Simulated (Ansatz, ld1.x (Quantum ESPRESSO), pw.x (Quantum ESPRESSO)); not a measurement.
**B (Z = 5) (bcc): variants of one PAW potential in the solid**

| Item | Value |
| --- | --- |
| Element | boron (B) |
| Generator | ld1.x (Quantum ESPRESSO) 7.5 |
| Type | PAW |
| Functional | PBE |
| Relativity | scalar-relativistic |
| Frozen core | [He] |
| Valence charge | 3 |
| Reference configuration | 2s2 2p1 |
| Partial waves | 2s (bound): rcut 1.25, rcutus 1.40 bohr; 2s channel at 0.5 Ry: rcut 1.25, rcutus 1.40 bohr; 2p (bound): rcut 1.95, rcutus 2.15 bohr; 2p channel at 0.4 Ry: rcut 1.95, rcutus 2.15 bohr; 3d channel at 0.1 Ry: rcut 1.45, rcutus 2.00 bohr; 3d channel at 0.7 Ry: rcut 1.45, rcutus 2.00 bohr |
| Local potential | all-electron potential smoothed inside 1.90 bohr (lloc = -1) |
| Core correction | none |
| Augmentation charge | PSQ, inside the norm-conserving radii |

Crystal test: bcc B in pw.x 7.5, no spin, 18³ k-points, Fermi–Dirac smearing 0.01 Ry, cutoffs set for each file from its atomic test. The reference is all-electron LAPW (Ansatz 0.2.0) with the same functional, mesh and smearing; V0 and B0 come from Birch–Murnaghan fits to the pressures at five volumes. Errors are pseudo minus all-electron; Δ is the rms difference of the E(V) curves that follow from these fits, minima aligned, over ±6 % about the mean V0. Mesh and smearing are coarse, so the numbers serve the comparison and aren't converged zero-temperature values; the lattice is a test structure that the element need not adopt.

All-electron: a0 = 2.308 Å (V0 = 6.15 Å³/atom), B0 = 225.7 GPa.

Base: The largest radius (2.15 bohr) exceeds half the bond length (1.89 bohr), so the spheres overlap, which is one possible source of error among others.

1 further variants are left out: they gave no file fit for a test, a broken result, the same result as the base, or pressures whose basis-set error rivals the error shown.

A dash in a converged row means that the minimum lies outside the volumes sampled.

```csv
change,cutoffs (Ry),pw.x,a0 (Å),a0 error (%),B0 error (%),Δ (meV/atom),mean pressure error (GPa)
base,40/320,converged,2.311,+0.10,+0.1,0.9,+0.65
"all radii scaled by about 1.08 (s 1.50, p 2.32, d 2.16 bohr, rcut 1.34/2.10/1.56); local potential all-electron potential smoothed inside 2.04 bohr (lloc = -1)",40/320,converged,2.310,+0.06,+0.4,0.5,+0.40
"all radii scaled by about 1.23 (s 1.72, p 2.64, d 2.44 bohr, rcut 1.54/2.38/1.78); local potential all-electron potential smoothed inside 2.32 bohr (lloc = -1)",40/320,converged,2.321,+0.55,+4.8,5.3,+4.03
"all radii scaled by about 1.33 (s 1.86, p 2.86, d 2.66 bohr, rcut 1.66/2.58/1.92); local potential all-electron potential smoothed inside 2.52 bohr (lloc = -1)",40/320,converged,–,–,–,–,+31.36
```

Question: Give the row for: all radii scaled by about 0.96 (s 1.34, p 2.08, d 1.92 bohr, rcut 1.20/1.88/1.40); local potential all-electron potential smoothed inside 1.84 bohr (lloc = -1).

Answer: pw.x: converged; mean pressure error (GPa): +0.44; a0 (Å): 2.310; a0 error (%): +0.06; B0 error (%): +0.3; Δ (meV/atom): 0.6.
